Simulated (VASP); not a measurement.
Write the native input for VASP 6.6.1 that does the following.

```
Task                   : relaxation of the atoms
Functional             : PBEsol
Potentials or basis    : VASP PAW PBE potentials, release 64 (Al)
Cutoff                 : 600 eV
k mesh                 : 16 × 16 × 16
Occupations            : methfessel-paxton, width 0.1 eV
Spin                   : no spin polarisation
Further INCAR settings : ALGO = Normal; EDIFF = 1e-07; IBRION = 2; EDIFFG = -0.01; NSW = 40
```

The structure of Al lies in POSCAR:

```
Al                                      
1.0
    0.0000000000      1.9668343833      1.9668343833
    1.9668343833      0.0000000000      1.9668343833
    1.9668343833      1.9668343833      0.0000000000
  Al            
     1
Direct
     0.0000000000000000    0.0000000000000000    0.0000000000000000
```

The cell isn't the ideal one: a relaxed cell with its volume scaled by 0.94.

These files were run (other wordings do the same):

INCAR

```
SYSTEM = Al
PREC = Accurate
ENCUT = 600
EDIFF = 1E-7
ISMEAR = 1
SIGMA = 0.1
LREAL = .False.
LASPH = .True.
NELM = 80
ALGO = Normal
ISIF = 2
LWAVE = .False.
LCHARG = .False.
GGA = PS
IBRION = 2
NSW = 40
EDIFFG = -0.01
```

KPOINTS

```
Automatic mesh
0
Gamma
  16 16 16
  0 0 0
```

Potentials or basis: VASP PAW PBE potentials, release 64 (Al).

Run with:

```sh
$ cat potpaw_PBE.64/Al/POTCAR > POTCAR
$ mpirun -np 1 vasp_std > vasp.out
```

Results of the run:

* Pressure after relaxing: 5.9 GPa
* Band gap on the k mesh: none (metal or under the smearing width)

Caveat: the relaxation stopped at its first step, so nothing moved; the PAW data sets were made with another functional, which shifts forces and pressure a little.

It took 3.8 s on 1 thread of Intel(R) Xeon(R) 6975P-C (Granite Rapids) (shared host), peak memory 0.14 GiB.
